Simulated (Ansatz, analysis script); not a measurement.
# Energy of spin spirals in a linear V chain, spacing 2.959 Å

Wanted: E(q) and the moments of a linear V chain, spacing 2.959 Å along a path through the zone.

Main program and level: Ansatz 0.2.0; PBE, PAW set soft_1.

### 1. Starting point

The cell holds 1 atom: 1 V. Its edges and angles: a = 12.000 Å, b = 12.000 Å, c = 2.959 Å, α = 90.0°, β = 90.0°, γ = 90.0°. An idealised lattice of chosen spacing, in vacuum. Vacuum lies along a and b. The structure's axis is c.

### 2. Two spin channels first

The work starts on two spin channels, which tell the size of the moments.

The input, input.yaml:

```yaml
crystal:
  lattice:
    - [12.0, 0.0, 0.0]
    - [0.0, 12.0, 0.0]
    - [0.0, 0.0, 2.959]
  atoms:
    - { symbol: V, position: [0.5, 0.5, 0.0], spin: 1.5 }
magnetization:
  spin_polarized: true
kpoints:
  mp_grid: { grid: [1, 1, 6] }
hamiltonian:
  xc: pbe
  pseudopotentials: { kind: paw, azcp: { folder: soft_1 } }
scf:
  occupations: { method: fermi_dirac, width: 0.1 }
  max_iter: 120
  convergence: { dr2_threshold: 1.0e-08 }
  lower_state_search: "off"
```

The run is started by

```
$ ansatz run input.yaml --threads 4 --pin off --max-ram 8192MiB --backend cpu --events-out ev --progress --plain --runs-dir out
```

Numbers of over 12 decimals in the logs are rounded to 6 here.

The log of the run:

```text
Engine: ansatz 0.2.0, aarch64-unknown-linux-gnu
Pseudopotentials: kind: paw
Pseudopotential: V, paw, valence charge 13, recommended cutoff 420 eV (normal), soft_1/V.paw.azcp
Functional definition: PBE
  parameter kappa = 0.804
  parameter beta = 0.066725
  exchange = pbe_x(kappa = kappa, mu = beta*pi^2/3)
  correlation = pbe_c(beta = beta)
Crystal: 1 atoms, lattice volume = 426.096 Å³
Basis set: ecut = 420 eV, 8225 PW (Γ)
Bands: 12, of which v1, the nominal top of the filled ones, is band 7 counted from 1 (6 counted from 0)
Symmetry: 16 space group operations
Space group: P4/mmm (ITA 123), of the structure as read, at distance tolerance 7.5e-5 Å
Magnetic group: BNS 123.339 (UNI 999), of the structure as read, at distance tolerance 7.5e-5 Å
k-points: 4 of 6
Non-local potential: V, projectors of the file, l = 0: 3, l = 1: 2, l = 2: 3, l = 3: 1
PAW form: soft (Blöchl's): semilocal exchange-correlation on the pseudo side does not see the compensation charge
PAW one-centre angular grid: V, 590 points (default); XC on 64 Gauss nodes
Initial density: superposition of atomic densities (neutral atoms: chi_scale 0, normalization atom)
Starting moments: Σ|m| = 1.5 μB on 1 of 1 site
Initial wavefunctions: pseudopotential atomic-orbital guess
Functional: x = pbe(κ = 0.804, μ = 0.219515), c = pbe(β = 0.066725)
SCF iter   1: F=—  HF=-2908.053242 eV  |F-HF|=—  |Δ(HF+E_count)|=         —  Δρ=3.72e-2 (↑3.72e-2 ↓1.40e-2)  dr2=4.21e0  dr2_m=2.42e0  M=3.752 μB ∫|m|=3.759 μB  β_m=1.00  ethr=3.10e-3  ⟨swp⟩=6.4  Hψ=639  notcnv=0
preconditioner: auto → LDOS  [metal: Δε(μ)=0.127 eV  Ē_g=2.760 eV  σ=0.100 eV  W_gap=0.30  n_scr=24 (ndim 8)  ℏωp=4.0 eV  f_vac=0.789  D(μ)=6.10/eV (n_scr^D=28)]
spin=Collinear: LDOS preconditioning applied to the charge; magnetization (m = ρ↑ − ρ↓) channel mixes plain (no charge-response kernel on spin).
SCF iter   2: F=—  HF=-2908.241060 eV  |F-HF|=—  |Δ(HF+E_count)|=   1.88e-1  Δρ=1.56e-2 (↑1.56e-2 ↓5.90e-3)  dr2=2.86e0  dr2_m=1.06e-1  M=4.009 μB ∫|m|=4.018 μB  β_m=1.00  ethr=3.10e-3  ⟨swp⟩=2.8  Hψ=233  notcnv=0
preconditioner: auto → Resta (q_TF=auto, 1.525 Å⁻¹)  ε∞=2.5  [insulator: Δε(μ)=0.343 eV  Ē_g=3.315 eV  σ=0.100 eV  W_gap=0.57  n_scr=24 (ndim 8)  ℏωp=4.0 eV  f_vac=0.791  D(μ)=4.09/eV (n_scr^D=20)  ε∞_Penn≈2.5  vacuum switching on, ρ_ref=8.0e-4 e/Å³]
spin=Collinear: Resta preconditioning applied to the charge; magnetization (m = ρ↑ − ρ↓) channel mixes plain (no charge-response kernel on spin).
SCF iter   3: F=—  HF=-2907.950820 eV  |F-HF|=—  |Δ(HF+E_count)|=   2.90e-1  Δρ=1.34e-2 (↑1.34e-2 ↓3.03e-3)  dr2=3.78e-1  dr2_m=2.37e-1  M=3.985 μB ∫|m|=3.990 μB  β_m=0.30  ethr=3.10e-3  ⟨swp⟩=3.2  Hψ=240  notcnv=0
SCF iter   4: F=—  HF=-2908.076266 eV  |F-HF|=—  |Δ(HF+E_count)|=   1.25e-1  Δρ=4.88e-3 (↑4.88e-3 ↓2.33e-3)  dr2=5.80e-2  dr2_m=4.42e-2  M=4.000 μB ∫|m|=4.006 μB  β_m=1.00  ethr=2.91e-3  ⟨swp⟩=2.4  Hψ=210  notcnv=0
SCF iter   5: F=—  HF=-2908.251196 eV  |F-HF|=—  |Δ(HF+E_count)|=   1.75e-1  Δρ=3.54e-3 (↑3.54e-3 ↓8.45e-4)  dr2=7.02e-2  dr2_m=7.82e-3  M=4.010 μB ∫|m|=4.017 μB  β_m=1.00  ethr=4.46e-4  ⟨swp⟩=2.5  Hψ=215  notcnv=0
SCF iter   6: F=—  HF=-2908.248122 eV  |F-HF|=—  |Δ(HF+E_count)|=   3.07e-3  Δρ=9.14e-4 (↑9.14e-4 ↓8.33e-4)  dr2=1.68e-3  dr2_m=2.59e-3  M=4.002 μB ∫|m|=4.008 μB  β_m=0.30  ethr=4.46e-4  ⟨swp⟩=2.5  Hψ=167  notcnv=0
SCF iter   7: F=—  HF=-2908.262611 eV  |F-HF|=—  |Δ(HF+E_count)|=   1.45e-2  Δρ=1.22e-3 (↑1.22e-3 ↓4.78e-4)  dr2=1.99e-3  dr2_m=2.78e-3  M=4.002 μB ∫|m|=4.007 μB  β_m=0.30  ethr=1.29e-5  ⟨swp⟩=2.8  Hψ=210  notcnv=0  defer=1
SCF iter   8: F=—  HF=-2908.268939 eV  |F-HF|=—  |Δ(HF+E_count)|=   6.33e-3  Δρ=7.76e-4 (↑7.76e-4 ↓3.16e-4)  dr2=8.16e-4  dr2_m=1.12e-3  M=4.002 μB ∫|m|=4.008 μB  β_m=0.30  ethr=1.29e-5  ⟨swp⟩=1.9  Hψ=126  notcnv=0  defer=1
Mixer restart at iter 8: flushing history
spin-set hold released at iteration 8 (site moments contracting): the magnetisation degrees of freedom join the quasi-Newton model from the next iteration; the mixer history was flushed
SCF iter   9: F=—  HF=-2908.271748 eV  |F-HF|=—  |Δ(HF+E_count)|=   2.81e-3  Δρ=3.19e-4 (↑3.19e-4 ↓2.36e-4)  dr2=8.82e-5  dr2_m=2.73e-4  M=4.003 μB ∫|m|=4.009 μB  β_m=0.56  ethr=6.28e-6  ⟨swp⟩=1.8  Hψ=113  notcnv=0  defer=1
SCF iter  10: F=—  HF=-2908.274539 eV  |F-HF|=—  |Δ(HF+E_count)|=   2.79e-3  Δρ=3.92e-4 (↑3.92e-4 ↓7.56e-5)  dr2=6.64e-4  dr2_m=1.57e-4  M=4.003 μB ∫|m|=4.009 μB  β_m=0.49  ethr=6.79e-7  ⟨swp⟩=2.0  Hψ=158  notcnv=0  defer=1
SCF iter  11: F=—  HF=-2908.274527 eV  |F-HF|=—  |Δ(HF+E_count)|=   1.17e-5  Δρ=1.05e-4 (↑1.05e-4 ↓3.22e-5)  dr2=1.03e-5  dr2_m=1.70e-5  M=4.004 μB ∫|m|=4.010 μB  β_m=0.55  ethr=6.79e-7  ⟨swp⟩=2.0  Hψ=152  notcnv=0  defer=1
SCF iter  12: F=—  HF=-2908.274540 eV  |F-HF|=—  |Δ(HF+E_count)|=   1.25e-5  Δρ=6.76e-5 (↑6.76e-5 ↓2.67e-5)  dr2=3.00e-6  dr2_m=7.30e-6  M=4.004 μB ∫|m|=4.010 μB  β_m=0.78  ethr=7.93e-8  ⟨swp⟩=2.4  Hψ=139  notcnv=0  defer=1
SCF iter  13: F=—  HF=-2908.274596 eV  |F-HF|=—  |Δ(HF+E_count)|=   5.65e-5  Δρ=1.92e-5 (↑1.92e-5 ↓3.00e-6)  dr2=5.88e-7  dr2_m=4.16e-7  M=4.004 μB ∫|m|=4.010 μB  β_m=0.89  ethr=2.31e-8  ⟨swp⟩=2.0  Hψ=150  notcnv=0  defer=1
SCF iter  14: F=—  HF=-2908.274594 eV  |F-HF|=—  |Δ(HF+E_count)|=   2.09e-6  Δρ=5.44e-6 (↑5.44e-6 ↓1.65e-6)  dr2=8.15e-8  dr2_m=3.69e-8  M=4.004 μB ∫|m|=4.010 μB  β_m=0.94  ethr=4.52e-9  ⟨swp⟩=2.1  Hψ=146  notcnv=0  defer=1
SCF iter  15: F=-2908.274594 eV  HF=-2908.274594 eV  |F-HF|=7.16e-9  |Δ(HF+E_count)|=   4.58e-8  Δρ=8.23e-7 (↑8.23e-7 ↓4.07e-7)  dr2=1.13e-9  dr2_m=1.23e-9  M=4.004 μB ∫|m|=4.010 μB  ethr=7.69e-11  ⟨swp⟩=1.0  Hψ=258  notcnv=0
SCF 1 converged in 15 iterations: F = -2908.274594 eV  dr2 = 1.13e-9
  greatest PAW one-centre occupation: 0.999 electrons in one spin orbital (limit 2), on the V atom at site 0 (counted from 0), in its partial waves of l = 0
SCF converged after 15 iterations
Magnetization: 4.0039 μB (8.5020 up, 4.4980 down)
Absolute magnetization: 4.0097 μB (∫|ρ↑−ρ↓|, with the PAW one-centre terms)
Spin contamination: 0.0012 ħ² per cell (⟨S²⟩ above its minimum at these occupations)
Per-site moments (μB) at R_I (Å): [(3.154166, 1.2205875)]
Free energy (F): -2908.274594 eV
Harris-Foulkes:  -2908.274594 eV  (|F-HF|=7.16e-9)
Internal energy: -2908.108706 eV  (E = F + TS)
E sigma→0 (E₀):  -2908.191650 eV
Entropy (-TS):   -0.165888 eV (-165.888 meV/atom)
Fermi energy:    -3.187852 eV
--- Per-component energies (eV) ---
  E_band       = -393.956496
  E_kinetic    = 291.314093
  E_local      = -3636.700079  (includes V_loc(G=0)·N_el)
  E_nonlocal   = 88.802725
  E_hartree    = 1609.028827
  E_xc         = -109.756055
  E_vxc        = -138.308022  (∫ρ·V_xc dr)
  E_paw        = -1129.079860  (= ΣΔE_a)
  E_vpaw       = -217.124592  (= ΣTr[D̂ρ^β])
  E_aug_tail   = 0.001063  (compensation charges beyond the density's cutoff)
  E_ewald      = -21.719419
  E_smearing   = -0.165888  (= −TS)
  E_closure    = -0.000000  (closes the sum)
  Σ components = -2908.274594   (vs F -2908.274594, Δ=0.00e0)
```

It took 1.1 s on 4 threads of Arm Neoverse V2, shared host; peak memory 0.47 GiB; 3.8 s of CPU time.

The column dr2 measures how far the density is from self-consistency, as an energy; F and HF (Harris–Foulkes) agree once it is small.

Spin moment in the atom's sphere by atom:

```
atom  spin moment in the atom's sphere (μB)
  V1                                   3.15
```

The run ends ferromagnetic, with a net moment of 4.00 μB a cell. With one V atom carrying the moment, parallel order of its images is forced by the cell, not found.

### 3. Mesh refined

Levels at the Fermi energy are partly filled, so moments and energy differences can hang on the k-mesh, and the state is solved again on a denser one.

input.yaml, the sections that differ from step 2:

```yaml
crystal:
  lattice:
    - [12.0, 0.0, 0.0]
    - [0.0, 12.0, 0.0]
    - [0.0, 0.0, 2.959]
  atoms:
    - { symbol: V, position: [0.5, 0.5, 0.0], spin: 3.15 }
kpoints:
  mp_grid: { grid: [1, 1, 36] }
basis:
  ecutwfc: 420.0
checkpoint:
  read: start
  write: ck
  compress: false
  write_wavefunctions: false
  write_every: 100000
# magnetization, hamiltonian, scf: as in step 2
```

The log of the run:

```text
[...]
SCF converged after 8 iterations
Magnetization: 4.0363 μB (8.5182 up, 4.4818 down)
Absolute magnetization: 4.0421 μB (∫|ρ↑−ρ↓|, with the PAW one-centre terms)
[...]
Per-site moments (μB) at R_I (Å): [(3.192527, 1.2205875)]
Free energy (F): -2908.284092 eV
[...]
Internal energy: -2908.141004 eV  (E = F + TS)
E sigma→0 (E₀):  -2908.212548 eV
Entropy (-TS):   -0.143088 eV (-143.088 meV/atom)
Fermi energy:    -3.038639 eV
[...]
```

Run time: 2.4 s. Hardware: 4 threads; peak memory 0.65 GiB; 8.9 s of CPU time.

Spin moment in the atom's sphere by atom:

```csv
atom,spin moment in the atom's sphere (μB)
V1,3.19
```

The run ends ferromagnetic, with a net moment of 4.04 μB a cell, against 4.00 μB on the first mesh.

Each spiral starts from these moments, tilted 90° from the rotation axis z (a flat spiral); sizes are free, while the program holds flat spirals in their plane. Spin–orbit coupling is switched off, so the energy does not depend on how the axis lies in the crystal. The folder named start holds the saved collinear state, from which each run begins.

### 4. q = (0, 0, 0)

The reference is the same input at q = 0, so that basis and exchange-correlation form match those at other q. Every q is chosen so that q/2 is a mesh vector: every spiral then samples the k-points of q = 0, and much mesh noise cancels.

input.yaml, the sections that differ from step 3:

```yaml
crystal:
  lattice:
    - [12.0, 0.0, 0.0]
    - [0.0, 12.0, 0.0]
    - [0.0, 0.0, 2.959]
  atoms:
    - { symbol: V, position: [0.5, 0.5, 0.0], spin: 3.19, spin_axis: [1.0, 0.0, 0.0] }
magnetization:
  noncollinear: true
  spin_spiral: { q: [0.0, 0.0, 0.0] }
checkpoint:
  read: start
# kpoints, hamiltonian, scf, basis: as in step 3
```

The run is started by

```
$ ansatz run input.yaml --threads 2 --pin off --max-ram 4096MiB --backend cpu --events-out ev --progress --plain --runs-dir out
```

The log of the run:

```text
Warning: checkpoint.read: spin treatment differs: saved collinear, current noncollinear; the saved charge density seeds this run and the saved magnetisation is carried along the axis that this deck's starting moments share; the saved density holds an absolute magnetisation of 4.0e0 μB; saved orbitals and DFT+U occupations are not carried; the saved PAW projector densities are carried along that axis
Warning: checkpoint.read: magnetization.spin_spiral differs: saved none, current q = [0, 0, 0]; the saved state is no spin spiral's: the SCF starts from none of its orbitals and from its density, each atom's moment turned about z as a whole to its place on this deck's spiral. A spiral's own state at q: [0, 0, 0] serves better
[...]
Crystal: 1 atoms, lattice volume = 426.096 Å³
Basis set: ecut = 420 eV, 8225 PW (Γ)
Bands: 22, of which v1, the nominal top of the filled ones, is band 13 counted from 1 (12 counted from 0)
Symmetry: 16 space group operations
k-points: 19 of 36
Spin spiral: q = (0, 0, 0) of the reciprocal vectors; moments are told in the frame that turns with it, a site's in that at the site
[...]
SCF iter   1: F=—  HF=-2908.283980 eV  |F-HF|=—  |Δ(HF+E_count)|=         —  Δρ=1.23e-6  dr2=3.56e-9  dr2_m=9.48e-10  ethr=6.42e-6  |M|=4.04e0 ∫|m|=4.04e0 μB  |m|>n=6.2e-4 m-floor=6.2e-4 τ_xc=1.2e-13 mc-row=6.2e-4  β_m=0.30  ⟨swp⟩=2.8  Hψ=2918  notcnv=0
eigensolver tolerance schedule: the retry pair's looser diagonalisation over-reported the residual by 234571.94 of it (diagonalisation noise at an unbounded share of the residual, at the tolerance the schedule requests for it); recorded, not acted on — ethr = c·dr2/N_el stays at c = 1.0e-1
[...]
SCF iter   2: F=—  HF=-2908.284029 eV  |F-HF|=—  |Δ(HF+E_count)|=   4.95e-5  Δρ=1.33e-6  dr2=5.60e-9  dr2_m=5.51e-10  ethr=2.74e-11  |M|=4.04e0 ∫|m|=4.04e0 μB  |m|>n=6.2e-4 m-floor=6.2e-4 τ_xc=5.7e-9 mc-row=6.2e-4 uncertified=4  β_m=0.30  ⟨swp⟩=3.9  Hψ=1097  notcnv=0
SCF iter   3: F=-2908.284029 eV  HF=-2908.284029 eV  |F-HF|=7.97e-10  |Δ(HF+E_count)|=  4.64e-11  Δρ=8.77e-7  dr2=8.32e-10  dr2_m=7.51e-10  ethr=2.74e-11  |M|=4.04e0 ∫|m|=4.04e0 μB  |m|>n=6.2e-4 m-floor=6.2e-4 τ_xc=9.3e-10 mc-row=6.2e-4  ⟨swp⟩=1.0  Hψ=1206  notcnv=0
SCF 1 converged in 3 iterations: F = -2908.284029 eV  dr2 = 8.32e-10
[...]
SCF converged after 3 iterations
Magnetization: |M| = 4.0363 μB,  M = (+4.0363, -0.0000, +0.0000) μB
Absolute magnetization: 4.0420 μB (∫|m|, with the PAW one-centre terms)
  site 0: m = (+3.1925, -0.0000, +0.0000) μB, |m| = 3.1925 μB  (R = 1.22 Å)
Free energy (F): -2908.284029 eV
[...]
Internal energy: -2908.140941 eV  (E = F + TS)
E sigma→0 (E₀):  -2908.212485 eV
Entropy (-TS):   -0.143088 eV (-143.088 meV/atom)
Fermi energy:    -3.038739 eV
[...]
```

Wall time 12 s (2 threads); peak memory 1 GiB; 23 s of CPU time.

The largest moment is 3.19 μB, against 3.19 μB in the collinear run.

### 5. q = (0, 0, 0.056)

Only q changes. The cell stays that of the crystal, since the generalised Bloch theorem carries the rotation from cell to cell.

Edit input.yaml of step 4 so:

```diff
@@ -21,3 +21,3 @@
   noncollinear: true
-  spin_spiral: { q: [0.0, 0.0, 0.0] }
+  spin_spiral: { q: [0.0, 0.0, 0.05555556] }
 checkpoint:
```

The log of the run:

```text
[...]
Crystal: 1 atoms, lattice volume = 426.096 Å³
Basis set: ecut = 420 eV, 8225 PW (Γ)
Bands: 22, of which v1, the nominal top of the filled ones, is band 13 counted from 1 (12 counted from 0)
Symmetry: 8 space group operations
k-points: 19 of 36
[...]
SCF iter   7: F=-2908.281708 eV  HF=-2908.281708 eV  |F-HF|=8.82e-9  |Δ(HF+E_count)|=   2.60e-7  Δρ=5.59e-7  dr2=6.16e-10  dr2_m=3.37e-10  ethr=1.48e-11  |M|=4.03e0 ∫|m|=4.04e0 μB  |m|>n=5.8e-4 m-floor=5.8e-4 τ_xc=1.8e-2 mc-row=5.8e-4 uncertified=109  ⟨swp⟩=1.0  Hψ=1298  notcnv=0
SCF 1 converged in 7 iterations: F = -2908.281708 eV  dr2 = 6.16e-10
[...]
SCF converged after 7 iterations
an eigenvalue changed by more than its tolerance at an iteration that met the thresholds in force, so the SCF went on 1 time: the last check found none over its tolerance
Magnetization: |M| = 4.0267 μB,  M = (+4.0267, +0.0000, +0.0000) μB
Absolute magnetization: 4.0361 μB (∫|m|, with the PAW one-centre terms)
  site 0: m = (+3.1888, +0.0000, +0.0000) μB, |m| = 3.1888 μB  (R = 1.22 Å)
Free energy (F): -2908.281708 eV
[...]
Internal energy: -2908.137547 eV  (E = F + TS)
E sigma→0 (E₀):  -2908.209627 eV
Entropy (-TS):   -0.144161 eV (-144.161 meV/atom)
Fermi energy:    -3.040133 eV
[...]
```

The job ended after 22 s (2 threads; peak memory 1.1 GiB).

The energy of the cell lies 2.32 meV above that at q = 0, and the largest moment is 3.19 μB against 3.19 μB.

[end of part 1 of 2]

[Logs and program files are shortened in this print: banners, set-up blocks, solver, clock and traceback lines can be left out without a mark of their own.]

[Logs are printed without paths, hosts, clocks, repeated set-up lines and the standing remarks that a program may print on its own settings, such as how far it seeks lower states.]

[Hosts, paths, dates, database ids (printed as entryN), source tags and the programs' standing remarks are cut or masked in the printed files.]
